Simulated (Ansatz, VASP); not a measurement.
# Two plane-wave programs on Al

```xyz
1
Lattice="-1.7307 1.7307 1.6175 1.7307 -1.7307 1.6175 1.5043 1.5043 -1.6175" Properties=species:S:1:pos:R:3 pbc="T T T"
Al    0.0000    0.0000    0.0000
```

Change from the starting cell: engineering shear strain xy -0.1400, strain +e along x and -e along y +0.0000.

Alike in both runs: task single point; functional PBE; k mesh 20 × 20 × 20; occupations gaussian, width 0.15 eV; no spin polarisation.

```csv
,VASP,Ansatz
version,VASP 6.6.1,Ansatz 0.2.0
potentials or method,"VASP PAW PBE potentials, release 64 (Al)","scalar-relativistic, plane waves, PAW"
plane-wave cutoff (eV),520,420
valence electrons in the cell,3,3
```

```tsv
	VASP	Ansatz	Ansatz less VASP
gap on the k mesh at the Fermi level (eV)	none	none	-
pressure (GPa)	1.9	2.0	+0.02
largest component of the traceless stress (GPa)	6.06	6.07	+0.010
```

A gap of «none» marks a metal or a gap that the smearing closes. The functional is the same, so the differences come from potentials, cutoffs and numerics.
